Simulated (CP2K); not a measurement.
## NaF: one setting at a time in CP2K

Simulated with CP2K 2026.2. This is a test of settings. The cell was built from a prototype and was relaxed with r2SCAN in plane waves (Ansatz 0.2.0). Not every such cell is a known phase. All runs are without spin polarisation.

Space group F-43m (No. 216), cubic; a = 5.063 Å in the conventional setting, 16.22 Å³ an atom. Around Na lie 4 F at 2.19 Å; around F lie 4 Na at 2.19 Å.

The base run uses PBE in the SZV-MOLOPT-SR basis.

```
&GLOBAL
 PROJECT run
 RUN_TYPE ENERGY_FORCE
 PRINT_LEVEL LOW
&END GLOBAL
&FORCE_EVAL
 METHOD QS
 STRESS_TENSOR ANALYTICAL
 &DFT
  BASIS_SET_FILE_NAME BASIS_MOLOPT
  POTENTIAL_FILE_NAME GTH_POTENTIALS
  &QS
   EXTRAPOLATION USE_GUESS
  &END QS
  &MGRID
   CUTOFF 700
   REL_CUTOFF 50
  &END MGRID
  &XC
   &XC_FUNCTIONAL PBE
   &END XC_FUNCTIONAL
  &END XC
  &KPOINTS
   SCHEME MONKHORST-PACK 5 5 5
   SYMMETRY F
   FULL_GRID F
  &END KPOINTS
  &SCF
   ADDED_MOS 8
   EPS_SCF 1e-6
   MAX_SCF 80
   &DIAGONALIZATION
   &END DIAGONALIZATION
   &MIXING
    METHOD BROYDEN_MIXING
    ALPHA 0.3
   &END MIXING
   &SMEAR
    METHOD FERMI_DIRAC
    ELECTRONIC_TEMPERATURE [K] 232
   &END SMEAR
   &PRINT
    &ITERATION_INFO
    &END ITERATION_INFO
   &END PRINT
  &END SCF
  &PRINT
   &BAND_STRUCTURE
    FILE_NAME bands.bs
    ADDED_MOS 6
    &KPOINT_SET
     UNITS B_VECTOR
     SPECIAL_POINT 0.00000000 0.00000000 0.00000000
     NPOINTS 0
    &END KPOINT_SET
    &KPOINT_SET
     UNITS B_VECTOR
     SPECIAL_POINT -0.50000000 -0.50000000 0.00000000
     NPOINTS 0
    &END KPOINT_SET
    &KPOINT_SET
     UNITS B_VECTOR
     SPECIAL_POINT -0.37500000 -0.37500000 0.25000000
     NPOINTS 0
    &END KPOINT_SET
    &KPOINT_SET
     UNITS B_VECTOR
     SPECIAL_POINT -0.37500000 0.00000000 0.37500000
     NPOINTS 0
    &END KPOINT_SET
    &KPOINT_SET
     UNITS B_VECTOR
     SPECIAL_POINT 0.00000000 0.00000000 0.50000000
     NPOINTS 0
    &END KPOINT_SET
    &KPOINT_SET
     UNITS B_VECTOR
     SPECIAL_POINT -0.50000000 -0.25000000 0.25000000
     NPOINTS 0
    &END KPOINT_SET
    &KPOINT_SET
     UNITS B_VECTOR
     SPECIAL_POINT -0.07291700 0.00000000 0.07291700
     NPOINTS 0
    &END KPOINT_SET
   &END BAND_STRUCTURE
  &END PRINT
 &END DFT
 &SUBSYS
  &CELL
   A 3.57974416 0.00000000 0.00000000
   B 1.78987208 3.10014938 0.00000000
   C 1.78987208 1.03338313 2.92284886
  &END CELL
  &COORD
   SCALED
   Na 0.00000000 -0.00000000 -0.00000000
   F 0.25000000 0.25000000 0.25000000
  &END COORD
  &KIND Na
   BASIS_SET SZV-MOLOPT-SR-GTH
   POTENTIAL GTH-PBE
  &END KIND
  &KIND F
   BASIS_SET SZV-MOLOPT-SR-GTH
   POTENTIAL GTH-PBE
  &END KIND
 &END SUBSYS
 &PRINT
  &STRESS_TENSOR
  &END STRESS_TENSOR
  &FORCES
  &END FORCES
 &END PRINT
&END FORCE_EVAL
```

Command: `cp2k.psmp -i run.inp`. It took 8.7 s on 2 threads of Arm Neoverse V1, with other jobs on the host, peak memory 0.26 GiB.

It converged with a gap of 3.23 eV and a pressure of 1.17 GPa (positive in compression). Pressures on CP2K's grid carry noise of some tenths of a GPa.

Each further run moved one setting: REL_CUTOFF (grid cutoff relative to the Gaussians, in Ry); EPS_SCF (SCF threshold); KPOINTS (Monkhorst-Pack mesh); ELECTRONIC_TEMPERATURE (smearing temperature in K). Changes are from the base run, which isn't itself converged in every setting; energies of another Hamiltonian, functional, basis or charge aren't compared, and those at a high electronic temperature are mostly its entropy term. CP2K's gap is over the listed points.

```
                          setting  how it ended  gap change (eV)  energy change (meV/atom)  pressure change (GPa)  time (s)
                  REL_CUTOFF = 80     converged             0.00                       0.0                   0.00        11
                   EPS_SCF = 1e-4     converged             0.00                       0.0                   0.00       7.7
                  KPOINTS = 4x4x4     converged             0.00                       0.3                   0.01       7.3
                  REL_CUTOFF = 30     converged             0.00                      -1.3                   0.09       7.9
      ELECTRONIC_TEMPERATURE = 50     converged             0.00                       0.0                   0.00       9.7
KPOINTS = 1x1x1 (poor on purpose)     converged            -2.81                    1550.9                  10.60       7.8
```

REL_CUTOFF = 80 changes nothing that matters here. EPS_SCF = 1e-4 changes nothing that matters here. KPOINTS = 4x4x4 changes nothing that matters here. ELECTRONIC_TEMPERATURE = 50 changes nothing that matters here.
